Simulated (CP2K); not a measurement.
# MoS2 (R3m) in CP2K: reference runs, part 2 of 2

CP2K 2026.2. Earlier steps stand in the parts before.

### Step 5. Single point, PBEsol, 18.08 Å³/atom (volume scaled by 1.02)

mos2_eos.inp reads:

```
&GLOBAL
  PROJECT mos2_eos
  RUN_TYPE ENERGY_FORCE
  PRINT_LEVEL LOW
&END GLOBAL
&FORCE_EVAL
  METHOD QS
  STRESS_TENSOR ANALYTICAL
  &DFT
    BASIS_SET_FILE_NAME BASIS_MOLOPT_UZH
    POTENTIAL_FILE_NAME POTENTIAL_UZH
    WFN_RESTART_FILE_NAME previous-RESTART.kp
    &MGRID
      CUTOFF 450
      REL_CUTOFF 60
      NGRIDS 4
    &END MGRID
    &QS
      METHOD GPW
      EPS_DEFAULT 1.0E-10
    &END QS
    &KPOINTS
      SCHEME MONKHORST-PACK 10 10 10
      GAMMA_CENTERED T
      SYMMETRY T
      SYMMETRY_BACKEND SPGLIB
    &END KPOINTS
    &SCF
      SCF_GUESS RESTART
      EPS_SCF 1.0E-6
      MAX_SCF 100
      ADDED_MOS 15
      CHOLESKY OFF
      EPS_EIGVAL 1.0E-7
      &DIAGONALIZATION ON
        ALGORITHM STANDARD
      &END DIAGONALIZATION
      &MIXING ON
        METHOD BROYDEN_MIXING
        ALPHA 0.4
        BETA 1.5
        NBUFFER 8
      &END MIXING
      &SMEAR ON
        METHOD FERMI_DIRAC
        ELECTRONIC_TEMPERATURE [K] 580.226
      &END SMEAR
    &END SCF
    &XC
      &XC_FUNCTIONAL
        &GGA_X_PBE_SOL
        &END GGA_X_PBE_SOL
        &GGA_C_PBE_SOL
        &END GGA_C_PBE_SOL
      &END XC_FUNCTIONAL
    &END XC
    &PRINT
      &KPOINTS ON
      &END KPOINTS
      &MULLIKEN ON
      &END MULLIKEN
      &MO ON
        ENERGIES T
        OCCUPATION_NUMBERS T
        &EACH
          QS_SCF 0
        &END EACH
        ADD_LAST NUMERIC
      &END MO
    &END PRINT
  &END DFT
  &SUBSYS
    &CELL
      A 6.4573911848 0.0000000000 0.0000000000
      B 5.6739245231 3.0829338979 0.0000000000
      C 5.6739245231 1.4419156725 2.7249514879
      PERIODIC XYZ
    &END CELL
    &COORD
      SCALED
      Mo  0.0000000000 0.0000000000 0.0000000000
      S   0.4170000000 0.4170000000 0.4170000000
      S   0.2500000000 0.2500000000 0.2500000000
    &END COORD
    &KIND Mo
      BASIS_SET TZVP-MOLOPT-PBE-GTH-q14
      POTENTIAL GTH-PBE-q14
    &END KIND
    &KIND S
      BASIS_SET TZVP-MOLOPT-PBE-GTH-q6
      POTENTIAL GTH-PBE-q6
    &END KIND
    &PRINT
      &ATOMIC_COORDINATES ON
      &END ATOMIC_COORDINATES
      &CELL ON
      &END CELL
    &END PRINT
  &END SUBSYS
  &PRINT
    &FORCES ON
    &END FORCES
    &STRESS_TENSOR ON
    &END STRESS_TENSOR
  &END PRINT
&END FORCE_EVAL
```

On the command line:

```sh
OMP_NUM_THREADS=1 cp2k.psmp -i mos2_eos.inp -o mos2_eos.out
```

It took 79 s on 1 thread of Intel Xeon 6975P-C (Granite Rapids), shared host; peak memory 0.77 GiB.

Results (log left out):

```
Free energy            : -2400.5291 eV
Pressure               : -0.5 GPa
Largest force          : 0.212 eV/Å
Band gap on the k mesh : 0.93 eV, indirect (least direct gap 1.94 eV)
Mulliken charges       : Mo -0.39; S +0.20, +0.19 e
```

Caveat: Mulliken charges move with the basis; the potentials were made for another functional, which shifts forces and pressure; the basis of atomic orbitals isn't converged, which shifts pressures, moduli and gaps.

### Step 6. Single point, PBEsol, 17.02 Å³/atom (volume scaled by 0.96)

Edit mos2_eos.inp of step 5 so:

```diff
@@ -73,5 +73,5 @@
     &CELL
-      A 6.4573911848 0.0000000000 0.0000000000
-      B 5.6739245231 3.0829338979 0.0000000000
-      C 5.6739245231 1.4419156725 2.7249514879
+      A 6.3282085561 0.0000000000 0.0000000000
+      B 5.5604154506 3.0212586031 0.0000000000
+      C 5.5604154506 1.4130695872 2.6704377709
       PERIODIC XYZ
```

Potentials or basis: POTENTIAL_UZH Mo GTH-PBE-q14, S GTH-PBE-q6; TZVP-MOLOPT-PBE-GTH basis.

On the command line:

```sh
OMP_NUM_THREADS=1 cp2k.psmp -i mos2_eos.inp -o mos2_eos.out
```

Wall time 100 s (1 thread of Intel Xeon 6975P-C (Granite Rapids), shared host); peak memory 0.65 GiB.

Results (log left out):

* Free energy: -2400.4396 eV
* Pressure: 10.0 GPa
* Largest force: 1.329 eV/Å
* Band gap on the k mesh: 0.87 eV, indirect (least direct gap 2.10 eV)
* Mulliken charges: Mo -0.46; S +0.23 e

Caveat: Mulliken charges move with the basis; the potentials were made for another functional, which shifts forces and pressure; the basis of atomic orbitals isn't converged, which shifts pressures, moduli and gaps.

### Step 7. Single point, PBEsol, 18.44 Å³/atom (volume scaled by 1.04)

Edit mos2_eos.inp of step 6 so:

```diff
@@ -73,5 +73,5 @@
     &CELL
-      A 6.3282085561 0.0000000000 0.0000000000
-      B 5.5604154506 3.0212586031 0.0000000000
-      C 5.5604154506 1.4130695872 2.6704377709
+      A 6.4993234713 0.0000000000 0.0000000000
+      B 5.7107692213 3.1029535101 0.0000000000
+      C 5.7107692213 1.4512790236 2.7426464739
       PERIODIC XYZ
```

On the command line:

```sh
OMP_NUM_THREADS=1 cp2k.psmp -i mos2_eos.inp -o mos2_eos.out
```

It took 82 s on 1 thread of Intel Xeon 6975P-C (Granite Rapids), shared host; peak memory 0.77 GiB.

The run converged. Its results:

| Quantity | Value |
| --- | --- |
| Free energy | -2400.5165 eV |
| Pressure | -3.3 GPa |
| Largest force | 0.189 eV/Å |
| Band gap on the k mesh | 0.95 eV, indirect (least direct gap 1.89 eV) |
| Mulliken charges | Mo -0.37; S +0.19, +0.18 e |

Caveat: Mulliken charges move with the basis; the potentials were made for another functional, which shifts forces and pressure; the basis of atomic orbitals isn't converged, which shifts pressures, moduli and gaps.

### Step 8. Single point, PBEsol, 16.66 Å³/atom (volume scaled by 0.94)

Edit mos2_eos.inp of step 7 so:

```diff
@@ -73,5 +73,5 @@
     &CELL
-      A 6.4993234713 0.0000000000 0.0000000000
-      B 5.7107692213 3.1029535101 0.0000000000
-      C 5.7107692213 1.4512790236 2.7426464739
+      A 6.2839539016 0.0000000000 0.0000000000
+      B 5.5215301542 3.0001302293 0.0000000000
+      C 5.5215301542 1.4031876584 2.6517627699
       PERIODIC XYZ
```

On the command line:

```sh
OMP_NUM_THREADS=1 cp2k.psmp -i mos2_eos.inp -o mos2_eos.out
```

Run time: 90 s. Hardware: 1 thread of Intel Xeon 6975P-C (Granite Rapids), shared host; peak memory 0.65 GiB.

Results (log left out):

| Item | Value |
| --- | --- |
| Free energy | -2400.3592 eV |
| Pressure | 14.3 GPa |
| Largest force | 1.762 eV/Å |
| Band gap on the k mesh | 0.84 eV, indirect (least direct gap 2.16 eV) |
| Mulliken charges | Mo -0.49; S +0.25, +0.24 e |

Caveat: Mulliken charges move with the basis; the potentials were made for another functional, which shifts forces and pressure; the basis of atomic orbitals isn't converged, which shifts pressures, moduli and gaps.

### Step 9. Single point, PBEsol, 18.79 Å³/atom (volume scaled by 1.06)

Edit mos2_eos.inp of step 8 so:

```diff
@@ -73,5 +73,5 @@
     &CELL
-      A 6.2839539016 0.0000000000 0.0000000000
-      B 5.5215301542 3.0001302293 0.0000000000
-      C 5.5215301542 1.4031876584 2.6517627699
+      A 6.5407215523 0.0000000000 0.0000000000
+      B 5.7471445282 3.1227180781 0.0000000000
+      C 5.7471445282 1.4605230883 2.7601160308
       PERIODIC XYZ
```

Potentials or basis: POTENTIAL_UZH Mo GTH-PBE-q14, S GTH-PBE-q6; TZVP-MOLOPT-PBE-GTH basis.

On the command line:

```sh
OMP_NUM_THREADS=1 cp2k.psmp -i mos2_eos.inp -o mos2_eos.out
```

mos2_eos.out:

```text

 CP2K| version string:                                       CP2K version 2026.2
 CP2K| Input file name                                              mos2_eos.inp

 GLOBAL| Force Environment number                                              1
 GLOBAL| Basis set file name                                    BASIS_MOLOPT_UZH
 GLOBAL| Potential file name                                       POTENTIAL_UZH
 GLOBAL| MM Potential file name                                     MM_POTENTIAL
 GLOBAL| Coordinate file name                                      __STD_INPUT__
 GLOBAL| Method name                                                        CP2K
 GLOBAL| Project name                                                   mos2_eos
 GLOBAL| Run type                                                   ENERGY_FORCE
 GLOBAL| FFT library                                                       FFTW3
[... 6 lines left out ...]
 GLOBAL| Total number of message passing processes                             1
 GLOBAL| Number of threads for this process                                    1
 GLOBAL| CPU model name                                 Intel(R) Xeon(R) 6975P-C

 CELL| Volume [angstrom^3]:                                            56.374899
 CELL| Vector a [angstrom]:       6.541     0.000     0.000   |a| =     6.540722
 CELL| Vector b [angstrom]:       5.747     3.123     0.000   |b| =     6.540722
 CELL| Vector c [angstrom]:       5.747     1.461     2.760   |c| =     6.540722
 CELL| Angle (b,c), alpha [degree]:                                    28.517500
 CELL| Angle (a,c), beta  [degree]:                                    28.517500
 CELL| Angle (a,b), gamma [degree]:                                    28.517500
 CELL| Numerically orthorhombic:                                              NO
 CELL| Periodicity                                                           XYZ

 CELL_REF| Volume [angstrom^3]:                                        56.374899
 CELL_REF| Vector a [angstrom     6.541     0.000     0.000   |a| =     6.540722
 CELL_REF| Vector b [angstrom     5.747     3.123     0.000   |b| =     6.540722
 CELL_REF| Vector c [angstrom     5.747     1.461     2.760   |c| =     6.540722
 CELL_REF| Angle (b,c), alpha [degree]:                                28.517500
 CELL_REF| Angle (a,c), beta  [degree]:                                28.517500
 CELL_REF| Angle (a,b), gamma [degree]:                                28.517500
 CELL_REF| Numerically orthorhombic:                                          NO
[... 140 lines left out ...]
  Core density on regular grids:               25.9999999980       -0.0000000020
  Total charge density on r-space grids:        0.0000014783
  Total charge density g-space grids:           0.0000014783

  Overlap energy of the core charge distribution:               0.00000000000260
  Self energy of the core charge distribution:               -176.12885582154041
  Core Hamiltonian energy:                                     39.47732983561870
  Hartree energy:                                              60.65370705392700
  Exchange-correlation energy:                                -12.21842274864929
  Electronic entropic energy:                                  -0.00000004314454
  Fermi energy:                                                 0.31438816802042

  Total energy:                                               -88.21624172378627
  Total energy (extrapolated to T->0):                        -88.21624170221399

 MO| EIGENVALUES AND OCCUPATION NUMBERS FOR K POINT 1
 MO|
 MO|  Index      Eigenvalue [a.u.]        Eigenvalue [eV]             Occupation
 MO|      1              -1.955866             -53.221830               2.000000
 MO|      2              -1.009336             -27.465429               2.000000
 MO|      3              -1.002414             -27.277080               2.000000
 MO|      4              -1.002414             -27.277080               2.000000
 MO|      5              -0.235592              -6.410797               2.000000
 MO|      6              -0.196752              -5.353898               2.000000
[... 465 lines left out ...]
 MO|     27               0.883867              24.051246               0.000000
 MO|     28               0.910489              24.775665               0.000000
 MO| Sum:                                                              26.000000
 MO| E(Fermi):            0.314388 a.u.          8.554937 eV
 MO| Band gap:            0.102087 a.u.          2.777929 eV

 [... the levels of further k-points ...]

 !-----------------------------------------------------------------------------!
                     Mulliken Population Analysis

 #  Atom  Element  Kind  Atomic population                           Net charge
       1     Mo       1         14.350933                             -0.350933
       2     S        2          5.822587                              0.177413
       3     S        2          5.826480                              0.173520
 # Total charge                             26.000000                 -0.000000

 !-----------------------------------------------------------------------------!

 ENERGY| Total FORCE_EVAL ( QS ) energy [hartree]            -88.216245746511603

 FORCES| Atomic forces [hartree/bohr]
 FORCES|   Atom     x               y               z               |f|
 FORCES|      1  1.45899348E-03  3.70750053E-04  2.23273871E-04   1.52183074E-03
 FORCES|      2 -8.97200430E-03 -2.28001527E-03 -1.37307773E-03   9.35845464E-03
 FORCES|      3  7.51309858E-03  1.90928762E-03  1.14981729E-03   7.83671546E-03
 FORCES| Sum     8.77585230E-08  2.24044302E-08  1.34349288E-08
 FORCES| Total atomic force                                       9.15642624E-08

 STRESS| Analytical stress tensor [bar]
 STRESS|                        x                   y                   z
 STRESS|      x       -4.43653886250E+04   5.48586941906E+03   3.30366882363E+03
 STRESS|      y        5.48586941906E+03  -6.45576543908E+04   8.39526963722E+02
 STRESS|      z        3.30366882363E+03   8.39526963722E+02  -6.54461284133E+04
 STRESS| 1/3 Trace                                            -5.81230571430E+04
 STRESS| Determinant                                          -1.84710038427E+14

 STRESS| Eigenvectors and eigenvalues of the analytical stress tensor [bar]
 STRESS|                        1                   2                   3
 STRESS| Eigenvalues  -6.59518317952E+04  -6.59517077926E+04  -4.24656318413E+04
 STRESS|      x          -0.283883314546     -0.017276572860      0.958703178128
 STRESS|      y           0.851099043452     -0.465048387584      0.243639929897
 STRESS|      z           0.441634104160      0.885116668714      0.146723552327
```

Wall time 92 s (1 thread of Intel Xeon 6975P-C (Granite Rapids), shared host); peak memory 0.78 GiB.

Results:

```yaml
Free_energy: -2400.4861 eV
Pressure: -5.8 GPa
Largest_force: 0.481 eV/Å
Band_gap_on_the_k_mesh: 0.96 eV, indirect (least direct gap 1.84 eV)
Mulliken_charges: Mo -0.35; S +0.18, +0.17 e
```

Caveat: Mulliken charges move with the basis; the potentials were made for another functional, which shifts forces and pressure; the basis of atomic orbitals isn't converged, which shifts pressures, moduli and gaps.

### Step 10. Equation of state, PBEsol

Potentials or basis: POTENTIAL_UZH Mo GTH-PBE-q14, S GTH-PBE-q6; TZVP-MOLOPT-PBE-GTH basis.

This step only gathers the single runs of the series.

Results:

| Property | Result |
| --- | --- |
| Equilibrium volume | 18.03 Å³/atom |
| Bulk modulus at fixed shape and positions | 153 GPa |
| Pressure derivative of the bulk modulus | 4.4 |

Energy against volume, from the lowest point:
| volume (Å³/atom) | energy (meV/atom) |
| --- | --- |
| 16.664 | 56.63 |
| 17.019 | 29.82 |
| 17.373 | 12.03 |
| 17.728 | 2.36 |
| 18.083 | 0.00 |
| 18.437 | 4.21 |
| 18.792 | 14.32 |

Caveat: the cell was scaled at fixed shape and fractional positions, which overstates the stiffness of a crystal with free parameters, most of all of layers and chains; the potentials were made for another functional, which shifts forces and pressure; the basis of atomic orbitals isn't converged, which shifts pressures, moduli and gaps.
